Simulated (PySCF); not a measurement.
Molfile (atoms numbered from 1):
```
C4H6O2
     RDKit          3D

 12 12  0  0  0  0  0  0  0  0999 V2000
   -1.6179    1.9103    0.4461 O   0  0  0  0  0  0  0  0  0  0  0  0
   -0.7415    1.1143    0.3062 C   0  0  0  0  0  0  0  0  0  0  0  0
   -0.8251   -0.3972    0.3396 C   0  0  0  0  0  0  0  0  0  0  0  0
    0.4878   -0.8411   -0.2828 C   0  0  0  0  0  0  0  0  0  0  0  0
    1.3971    0.3391    0.0381 C   0  0  0  0  0  0  0  0  0  0  0  0
    0.5421    1.4820    0.0901 O   0  0  0  0  0  0  0  0  0  0  0  0
   -0.9138   -0.7015    1.3870 H   0  0  0  0  0  0  0  0  0  0  0  0
   -1.7223   -0.7312   -0.1774 H   0  0  0  0  0  0  0  0  0  0  0  0
    0.3782   -0.9483   -1.3639 H   0  0  0  0  0  0  0  0  0  0  0  0
    0.8742   -1.7796    0.1141 H   0  0  0  0  0  0  0  0  0  0  0  0
    2.1605    0.5272   -0.7158 H   0  0  0  0  0  0  0  0  0  0  0  0
    1.8837    0.2266    1.0125 H   0  0  0  0  0  0  0  0  0  0  0  0
  1  2  2  0
  2  3  1  0
  3  4  1  0
  4  5  1  0
  5  6  1  0
  6  2  1  0
  3  7  1  0
  3  8  1  0
  4  9  1  0
  4 10  1  0
  5 11  1  0
  5 12  1  0
M  END
```

Geometry: PBE0-D3(BJ)/def2-TZVP; GIAO shifts from PySCF 2.14.0 with density-fitted response routines, gas phase, non-relativistic, averaged over equivalent atoms.

At KT3/pcSseg-2 (300 basis functions):
```csv
atoms,δ (ppm)
O1,383.5
O6,226.5
C2,172.2
C5,71.4
C3,29.5
C4,27.8
H11/H12,4.24
H7/H8,2.23
H9/H10,2.12
```

Chemical shifts δ = σref − σ; ¹⁷O (σref 325.30) vs H2O; TMS for ¹³C (σref 183.24) and ¹H (σref 31.63), all at this level.

Estimate the result of repeating the calculation with wB97X-D/pcSseg-2.

Results:


| atoms | δ at wB97X-D/pcSseg-2 | change |
| --- | --- | --- |
| O1 | 420.1 | +36.6 |
| O6 | 218.7 | -7.8 |
| C2 | 185.7 | +13.5 |
| C5 | 71.1 | -0.3 |
| C3 | 30.9 | +1.4 |
| C4 | 26.4 | -1.4 |
| H11/H12 | 4.13 | -0.11 |
| H7/H8 | 2.23 | +0.00 |
| H9/H10 | 2.02 | -0.10 |

δ = σ(ref) − σ, references computed at the same level: H2O for ¹⁷O (σref 328.24); TMS for ¹³C (σref 186.29), ¹H (σref 31.63).

The largest change is at O1 (ester carbonyl oxygen). Cost: 300 basis functions. The order of the carbon signals is the same at both levels.

Unscaled 17O shifts of doubly bonded oxygen tend to come out too high, by tens of ppm or more. Experimental scales use liquid or dissolved standards, which lie at an offset from isolated H2O (liquid H2O: subtract about 36 ppm).
